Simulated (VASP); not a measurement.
**Li2O: dielectric tensor with PBEsol**

Crystal: Li2O.

```
CELL_PARAMETERS angstrom
0.00000 2.29004 2.29004
2.29004 0.00000 2.29004
2.29004 2.29004 0.00000
ATOMIC_POSITIONS crystal
Li 0.25000 0.25000 0.25000
Li 0.75000 0.75000 0.75000
O 0.00000 0.00000 0.00000
```

```yaml
Program: VASP 6.6.1
Task: dielectric tensor
Functional: PBEsol
Potentials_or_basis: VASP PAW PBE potentials, release 64 (Li_sv, O)
Cutoff: 600 eV
k_mesh: 16 × 16 × 16
Occupations: gaussian, width 0.03 eV
Spin: no spin polarisation
Monkhorst-Pack_mesh: yes
Further_INCAR_settings: ALGO = Normal; EDIFF = 1e-08
```

```yaml
Electronic_dielectric_tensor_diagonal: 2.96
Born_charges_mean_of_the_diagonal: Li +0.90; O -1.79 e
```

Levels at points of the mesh, in eV from the valence-band top:
```csv
k point,band 4,band 5,band 6,band 7,band 8,band 9
"(0.03, 0.03, 0.03)",-0.03,0.00,0.00,5.39,11.95,11.96
```

Electronic dielectric tensor:
```
2.96 0.00 0.00
0.00 2.96 0.00
0.00 0.00 2.96
```

Born effective charge tensors (e):
atom 1, Li
```
0.90 0.00 0.00
0.00 0.90 0.00
0.00 0.00 0.90
```
atom 2, Li
```
0.90 0.00 0.00
0.00 0.90 0.00
0.00 0.00 0.90
```
atom 3, O
```
-1.79  0.00  0.00
 0.00 -1.79  0.00
 0.00  0.00 -1.79
```

Wall time 24 min on 2 MPI ranks on Intel(R) Xeon(R) Platinum 8259CL CPU @ 2.50GHz (Skylake/Cascade Lake) (shared host), peak memory 0.79 GiB a rank.
